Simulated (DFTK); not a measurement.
# Sb (R-3m) in DFTK: a series of runs

One crystal, Sb, is run at these levels: PBEsol, BJ06; tasks: band structure, equation of state.

All numbers are computed with DFTK 0.8.2; they aren't measurements. Logs are shortened: lines on timing, memory, paths and dates and some standing lists are left out, and cuts for length are marked.

## (1) The structure

Symmetry: R-3m, No. 166, trigonal system. Conventional cell: a = 4.308 Å, b = 4.308 Å, c = 11.274 Å, α = 90.00°, β = 90.00°, γ = 120.00°. Sb (site symmetry 3m) is surrounded by 3 Sb at 2.91 Å.

## (2) Band structure, PBEsol

run.jl

```julia
using DFTK
using PseudoPotentialData
using Unitful, UnitfulAtomic
using LinearAlgebra, Printf
include("save.jl")
disable_threading()

lines     = readlines("Sb.xyz")
cell_ang  = reshape(parse.(Float64, split(match(r"Lattice=\"([^\"]+)\"", lines[2])[1])), 3, 3)
lattice   = austrip(1u"Å") * cell_ang
symbols   = [Symbol(split(l)[1]) for l in lines[3:end]]
positions = [round.(cell_ang \ parse.(Float64, split(l)[2:4]); digits=9) for l in lines[3:end]]
pseudopotentials = Dict(:Sb => "Sb.upf")
elements = Dict(s => ElementPsp(s, pseudopotentials; rcut=10.0) for s in unique(symbols))
atoms    = [elements[s] for s in symbols]

build_model(lattice, positions; symmetries=true) =
    model_DFT(lattice, atoms, positions;
              functionals=PBEsol(),
              temperature=austrip(0.05u"eV"),
              smearing=Smearing.FermiDirac(),
              symmetries)
Ecut  = 45.0  # hartree
kgrid = [6, 6, 6]
tol   = 1e-6
to_GPa = ustrip(uconvert(u"GPa", 1u"hartree/bohr^3"))

model = build_model(lattice, positions)
basis = PlaneWaveBasis(model; Ecut, kgrid)
display(basis)
scfres = self_consistent_field(basis;
                               tol,
                               nbandsalg=AdaptiveBands(model; n_bands_converge=20))
display(scfres.energies)
@printf "Fermi level: %.6f eV\n" ustrip(auconvert(u"eV", something(scfres.εF, NaN)))
forces = compute_forces_cart(scfres)
println("Forces (eV/Å)")
for (s, f) in zip(symbols, forces)
    @printf "%-3s %12.6f %12.6f %12.6f\n" s ustrip.(auconvert.(u"eV/Å", f))...
end
stress = compute_stresses_cart(scfres)
println("Stress (GPa)")
display(round.(stress * to_GPa; digits=4))
println("Levels at the first k-point (eV): ", round.(ustrip.(auconvert.(u"eV", scfres.eigenvalues[1][1:scfres.n_bands_converge])); digits=4))
save_scf!(scfres; forces, stress)

points = Dict("G" => [0.0, 0.0, 0.0], "B" => [0.7603126357, 0.5, 0.2396873643], "B1" => [0.5, 0.2396873643, -0.2396873643], "F" => [0.5, 0.5, 0.0], "L" => [0.5, 0.0, 0.0], "P" => [0.7603126357, 0.3698436821, 0.3698436821], "P1" => [0.6301563179, 0.6301563179, 0.2396873643], "Q" => [0.6301563179, 0.3698436821, 0.0], "X" => [0.3698436821, 0.0, -0.3698436821], "Z" => [0.5, 0.5, 0.5])
segments = [("G", "L", 6), ("L", "B1", 5), ("B", "Z", 5), ("Z", "G", 6), ("G", "X", 8), ("Q", "F", 3), ("F", "P1", 3), ("P1", "Z", 5), ("L", "P", 4)]
kcoords = vcat([[points[a] + t * (points[b] - points[a]) for t in range(0, 1, n)] for (a, b, n) in segments]...)
bands = compute_bands(scfres, ExplicitKpoints(kcoords); n_bands=22, tol=1e-5)
for (k, ε) in zip(bands.basis.kpoints, bands.eigenvalues)
    @printf "%d %8.4f %8.4f %8.4f " k.spin k.coordinate...
    println(join([@sprintf("%9.4f", e) for e in ustrip.(auconvert.(u"eV", ε .- scfres.εF))]))
end
results["band_energies"] = rows(bands.eigenvalues); results["band_kpoints"] = rows(kcoords)
```

Sb.xyz

```xyz
2
Lattice="2.1542000000 1.2437279499 3.7580000000 -2.1542000000 1.2437279499 3.7580000000 0.0000000000 -2.4874558998 3.7580000000" Properties=species:S:1:pos:R:3 pbc="T T T"
Sb     0.0000000000      0.0000000000      8.6416337400
Sb     0.0000000000      0.0000000000      2.6323662600
```

Potentials or basis: SG15 1.2 (PBE).

Started as:

```bash
julia --threads=1 run.jl  # save.jl only writes the numbers to a file and isn't shown; printed stress counts tension as positive; times include loading and compiling
```

What it wrote:

```text
PlaneWaveBasis discretization:

    Ecut                 : 45.0 Ha
    fft_size             : (54, 54, 54), 157464 total points
    kgrid                : MonkhorstPack([6, 6, 6])
    num.   red. kpoints  : 216
    num. irred. kpoints  : 32

    Discretized Model(gga_x_pbe_sol+gga_c_pbe_sol, 3D):
        lattice (in Bohr)    : [4.07085   , -4.07085  , 0         ]
                               [2.35031   , 2.35031   , -4.70061  ]
                               [7.10159   , 7.10159   , 7.10159   ]
        unit cell volume     : 407.68 Bohr³

        atoms                : Sb₂
        atom potentials      : ElementPsp(:Sb, "Sb.upf")
                               ElementPsp(:Sb, "Sb.upf")

        num. electrons       : 30
        spin polarization    : none
        temperature          : 0.0018375 Ha
        smearing             : DFTK.Smearing.FermiDirac()

        terms                : Kinetic()
                               AtomicLocal()
                               AtomicNonlocal()
                               Ewald(nothing)
                               PspCorrection()
                               Hartree()
                               Xc(gga_x_pbe_sol, gga_c_pbe_sol)
                               Entropy()
n     Energy            log10(ΔE)   log10(Δρ)   Diag   Δtime
---   ---------------   ---------   ---------   ----   ------
  1   -140.8772611182                   -1.21    6.5    16.2s
  2   -140.8794787858       -2.65       -1.69    1.0    7.00s
  3   -140.8797377134       -3.59       -2.23    2.4    7.94s
  4   -140.8797549168       -4.76       -3.05    1.9    7.89s
  5   -140.8797563560       -5.84       -3.84    3.0    9.48s
  6   -140.8797563684       -7.91       -4.28    2.6    7.77s
  7   -140.8797563695       -8.94       -5.13    2.3    6.88s
  8   -140.8797563697       -9.98       -5.94    3.6    10.0s
  9   -140.8797563697      -12.04       -6.69    2.9    8.56s
Energy breakdown (in Ha):
    Kinetic             65.2801125
    AtomicLocal         -86.1999793
    AtomicNonlocal      -31.3816140
    Ewald               -107.8544851
    PspCorrection       7.0312207
    Hartree             27.9456616
    Xc                  -15.7005674
    Entropy             -0.0001053

    total               -140.879756369654
Fermi level: 5.921409 eV
Forces (eV/Å)
Sb     -0.000000     0.000000    -0.003915
Sb     -0.000000    -0.000000     0.003915
Stress (GPa)
3×3 StaticArraysCore.SMatrix{3, 3, Float64, 9} with indices SOneTo(3)×SOneTo(3):
 0.1636   0.0     -0.0
 0.0      0.1636   0.0
 0.0     -0.0      0.5199
Levels at the first k-point (eV): [-23.3781, -23.3781, -23.2835, -23.2835, -23.2527, -23.166, -23.166, -23.1543, -23.0855, -23.0855, -6.8532, 1.1265, 3.7956, 4.0762, 4.0762, 7.9734, 8.5942, 8.5942, 10.9739, 10.9739]
1   0.0000   0.0000   0.0000  -29.2995 -29.2995 -29.2049 -29.2049 -29.1741 -29.0874 -29.0874 -29.0757 -29.0069 -29.0069 -12.7746  -4.7949  -2.1258  -1.8452  -1.8452   2.0520   2.6727   2.6727   5.0525   5.0525   5.1927   6.5557
1   0.1000   0.0000   0.0000  -29.2954 -29.2935 -29.2029 -29.2015 -29.1717 -29.0901 -29.0890 -29.0785 -29.0127 -29.0112 -12.6636  -5.2956  -2.0874  -1.8731  -1.6586   2.0037   2.3701   2.4012   4.5968   4.9773   5.0895   7.3752
1   0.2000   0.0000   0.0000  -29.2842 -29.2762 -29.1974 -29.1917 -29.1646 -29.0978 -29.0947 -29.0863 -29.0289 -29.0234 -12.3327  -6.3906  -2.0783  -1.9323  -1.2862   1.5587   1.7072   1.7519   4.5839   5.1366   5.5956   9.0222
1   0.3000   0.0000   0.0000  -29.2685 -29.2497 -29.1901 -29.1769 -29.1537 -29.1097 -29.1084 -29.0948 -29.0512 -29.0404 -11.7891  -7.6448  -2.0311  -1.9781  -0.9697   0.8685   0.9344   1.0767   5.2826   6.0379   6.6093  10.7005
1   0.4000   0.0000   0.0000  -29.2539 -29.2186 -29.1833 -29.1595 -29.1436 -29.1278 -29.1242 -29.1026 -29.0718 -29.0568 -11.0562  -8.8534  -1.9911  -1.9317  -0.6728   0.2067   0.3470   0.5946   6.4096   7.4764   7.9950   9.6899
1   0.5000   0.0000   0.0000  -29.2477 -29.1993 -29.1784 -29.1543 -29.1457 -29.1367 -29.1265 -29.1087 -29.0804 -29.0640 -10.4029  -9.6723  -1.9895  -1.8699  -0.3406  -0.2623   0.1112   0.4194   7.5723   8.3148   9.2017   9.2489
[... 37 lines left out ...]
1   0.6735   0.2466   0.2466  -29.2614 -29.2181 -29.1862 -29.1551 -29.1385 -29.1286 -29.1274 -29.1018 -29.0756 -29.0473 -10.2191  -9.2346  -4.6110  -2.8695  -2.1758   2.0278   2.0454   4.0674   4.8347   7.6133   8.4606  11.0195
1   0.7603   0.3698   0.3698  -29.2737 -29.2228 -29.1916 -29.1581 -29.1404 -29.1247 -29.1194 -29.1003 -29.0755 -29.0328 -10.2340  -8.7439  -5.4298  -3.2776  -2.7840   2.4064   3.1387   4.5379   6.0050   7.7982   8.6373  10.9073
```

Run time: 3.5 min. Hardware: 1 thread of Intel Xeon 6975P-C (Granite Rapids), shared host; peak memory 2.2 GiB.

Results:

```yaml
Free_energy: -3833.5335 eV
Pressure: -0.3 GPa
Largest_force: 0.004 eV/Å
Band_gap_on_the_k_mesh: none (metal or under the smearing width)
```

Forces on the atoms (eV/Å):
```
Sb   0.000  0.000 -0.004
Sb   0.000  0.000  0.004
```

Stress tensor (GPa, compression positive):
```
-0.16  0.00  0.00
 0.00 -0.16  0.00
 0.00  0.00 -0.52
```

Levels at the corners of the path, in eV from the Fermi level:
```
point  band 11  band 12  band 13  band 14  band 15  band 16  band 17  band 18  band 19  band 20
    Γ   -12.77    -4.79    -2.13    -1.85    -1.85     2.05     2.67     2.67     5.05     5.05
    L   -10.40    -9.67    -1.99    -1.87    -0.34    -0.26     0.11     0.42     7.57     8.31
   B1    -9.86    -9.07    -5.07    -4.93    -0.78     0.63     4.55     4.61     5.98     6.16
    B    -9.86    -9.07    -5.07    -4.93    -0.78     0.63     4.55     4.61     5.98     6.16
    Z   -11.23    -9.02    -1.37    -1.37    -0.51     0.07     0.07     1.07     7.00     8.89
    Γ   -12.77    -4.79    -2.13    -1.85    -1.85     2.05     2.67     2.67     5.05     5.05
    X    -9.86    -9.15    -5.38    -3.25    -2.99     2.77     3.16     4.06     5.92     7.26
    Q    -9.86    -9.15    -5.38    -3.25    -2.99     2.77     3.16     4.06     5.92     7.26
    F   -10.38    -8.02    -5.51    -3.82    -3.72     1.43     4.92     5.49     6.92     9.04
   P1   -10.23    -8.74    -5.43    -3.28    -2.78     2.41     3.14     4.54     6.00     7.80
    Z   -11.23    -9.02    -1.37    -1.37    -0.51     0.07     0.07     1.07     7.00     8.89
    L   -10.40    -9.67    -1.99    -1.87    -0.34    -0.26     0.11     0.42     7.57     8.31
    P   -10.23    -8.74    -5.43    -3.28    -2.78     2.41     3.14     4.54     6.00     7.80
```

Caveat: the potentials were made for another functional, which shifts forces and pressure; spin-orbit coupling is left out, which moves the levels of the heavy elements.

## (3) Equation of state, PBEsol

run.jl

```julia
using DFTK
using PseudoPotentialData
using Unitful, UnitfulAtomic
using LinearAlgebra, Printf
include("save.jl")
disable_threading()

lines     = readlines("Sb.xyz")
cell_ang  = reshape(parse.(Float64, split(match(r"Lattice=\"([^\"]+)\"", lines[2])[1])), 3, 3)
lattice   = austrip(1u"Å") * cell_ang
symbols   = [Symbol(split(l)[1]) for l in lines[3:end]]
positions = [round.(cell_ang \ parse.(Float64, split(l)[2:4]); digits=9) for l in lines[3:end]]
pseudopotentials = PseudoFamily("cp2k.nc.sr.pbe.v0_1.largecore.gth")
elements = Dict(s => ElementPsp(s, pseudopotentials) for s in unique(symbols))
atoms    = [elements[s] for s in symbols]

build_model(lattice, positions; symmetries=true) =
    model_DFT(lattice, atoms, positions;
              functionals=PBEsol(),
              temperature=austrip(0.05u"eV"),
              smearing=Smearing.FermiDirac(),
              symmetries)
Ecut  = 27.0  # hartree
kgrid = [6, 6, 6]
tol   = 1e-6
to_GPa = ustrip(uconvert(u"GPa", 1u"hartree/bohr^3"))

results["points"] = []
for scale in [0.94, 0.96, 0.98, 1.0, 1.02, 1.04, 1.06]
    println("\n=== scale = ", scale)
    model = build_model(cbrt(scale) * lattice, positions)
    basis = PlaneWaveBasis(model; Ecut, kgrid)
    t0 = time()
    scfres = self_consistent_field(basis;
                                   tol,
                                   nbandsalg=AdaptiveBands(model; n_bands_converge=10))
    seconds = time() - t0
    @printf "SCF: %d iterations, %.1f s\n" scfres.n_iter seconds
    forces = compute_forces_cart(scfres)
    stress = compute_stresses_cart(scfres)
    @printf "V = %.5f Å^3  F = %.8f Ha  max force = %.5f eV/Å  p = %.4f GPa\n" ustrip(auconvert(u"Å^3", model.unit_cell_volume)) scfres.energies.total ustrip(auconvert(u"eV/Å", maximum(norm, forces))) (-tr(stress) / 3 * to_GPa)
    push!(results["points"], save_scf!(scfres; forces, stress, d=Dict{String,Any}("seconds" => seconds, "n_matvec" => get(scfres, :n_matvec, 0))))
end

# third-order Birch-Murnaghan fit in x = V^(-2/3)
V = [0.94, 0.96, 0.98, 1.0, 1.02, 1.04, 1.06] * abs(det(lattice))
E = [p["total"] for p in results["points"]]
x = V .^ (-2 / 3)
c = [x .^ 0 x x .^ 2 x .^ 3] \ E
Δ = c[3]^2 - 3c[2] * c[4]
if Δ > 0
    x0 = (-c[3] + sqrt(Δ)) / 3c[4]
    B0 = 4 / 9 * x0^(7 / 2) * (2c[3] + 6c[4] * x0)
    @printf "V0 = %.4f Å^3  B0 = %.2f GPa\n" ustrip(auconvert(u"Å^3", x0^(-3 / 2))) B0 * to_GPa
end
```

Sb.xyz is that of step 2.

Potentials or basis: cp2k.nc.sr.pbe.v0_1.largecore.gth (PBE, GTH).

Started as:

```bash
julia --threads=1 run.jl  # save.jl only writes the numbers to a file and isn't shown; printed stress counts tension as positive; times include loading and compiling
```

What it wrote:

```text
=== scale = 0.94
n     Energy            log10(ΔE)   log10(Δρ)   Diag   Δtime
---   ---------------   ---------   ---------   ----   ------
  1   -11.05052064164                   -0.68    5.6    4.08s
  2   -11.05442664818       -2.41       -1.20    1.0    2.18s
  3   -11.05501541892       -3.23       -2.07    2.3    2.64s
  4   -11.05502946667       -4.85       -3.01    1.8    1.77s
  5   -11.05503003064       -6.25       -3.58    3.0    2.45s
  6   -11.05503009941       -7.16       -4.06    2.1    2.52s
  7   -11.05503010082       -8.85       -4.96    1.6    2.05s
  8   -11.05503010093       -9.97       -5.79    3.2    2.73s
  9   -11.05503010093      -12.24       -6.06    2.5    2.33s
SCF: 9 iterations, 23.6 s
V = 56.78679 Å^3  F = -11.05503010 Ha  max force = 0.60168 eV/Å  p = 6.5564 GPa

=== scale = 0.96
n     Energy            log10(ΔE)   log10(Δρ)   Diag   Δtime
---   ---------------   ---------   ---------   ----   ------
  1   -11.05198582970                   -0.68    5.5    3.26s
[... 46 further cycles ...]
  1   -11.05360348062                   -0.69    5.8    3.37s
  2   -11.05819517581       -2.34       -1.21    1.0    1.41s
  3   -11.05886156825       -3.18       -2.04    2.4    2.47s
  4   -11.05887659377       -4.82       -2.99    1.7    2.25s
  5   -11.05887712326       -6.28       -3.57    3.2    2.53s
  6   -11.05887718980       -7.18       -4.04    2.2    1.90s
  7   -11.05887719123       -8.84       -4.88    1.5    2.06s
  8   -11.05887719137       -9.84       -5.52    3.1    2.70s
  9   -11.05887719137      -11.52       -5.96    2.2    2.25s
 10   -11.05887719137      -12.40       -7.17    1.9    2.23s
SCF: 10 iterations, 23.5 s
V = 64.03616 Å^3  F = -11.05887719 Ha  max force = 0.06084 eV/Å  p = -1.1653 GPa
V0 = 62.6338 Å^3  B0 = 54.52 GPa
```

Run time: 3.6 min. Hardware: 1 thread of AMD EPYC 9R45 (Zen 5), shared host; peak memory 1.9 GiB.

Results:

```yaml
Equilibrium_volume: 31.32 Å³/atom
Bulk_modulus_at_fixed_shape_and_positions: 55 GPa
Pressure_derivative_of_the_bulk_modulus: 4.1
```

Energy against volume, from the lowest point:
| volume (Å³/atom) | energy (meV/atom) |
| --- | --- |
| 28.393 | 54.87 |
| 28.998 | 33.29 |
| 29.602 | 17.56 |
| 30.206 | 7.10 |
| 30.810 | 1.39 |
| 31.414 | 0.00 |
| 32.018 | 2.53 |

Caveat: GTH potentials come without recommended cutoffs, and this one wasn't checked for convergence; the cell was scaled at fixed shape and fractional positions, which overstates the stiffness of a crystal with free parameters, most of all of layers and chains; the potentials were made for another functional, which shifts forces and pressure. Spin-orbit coupling is left out, which matters for the levels of Sb.

(Continued in part 2 of 2.)
